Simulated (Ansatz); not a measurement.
## ZnCu₂SnSe₄ (I-42m) under several functionals

Plane-wave DFT in Ansatz with scalar-relativistic PAW potentials. The same structure was relaxed (cell and atoms, symmetry kept) in separate runs at each level. No spin polarisation.

```csv
level,cutoff (eV),k mesh,V (Å³/atom),a (Å),c (Å)
PBEsol,420,10×10×10,22.647,5.661,11.306
r2SCAN,500,10×10×10,23.099,5.689,11.419
PBE,420,10×10×10,23.928,5.763,11.528
```

Task: Where does LDA (420 eV, k mesh 10×10×10) fall?

Result: V (Å³/atom) 21.916, a (Å) 5.599, c (Å) 11.188. Its volume is the smallest of the set. The usual order of volumes, LDA < PBEsol < PBE, holds here (21.916, 22.647, 23.928 Å³/atom). As a rule LDA overbinds; PBEsol, built on the gradient expansion of slowly varying densities, lies between LDA and PBE; PBE's stronger gradient term for exchange weakens bonds. r2SCAN lies 3.5 % under PBE in volume.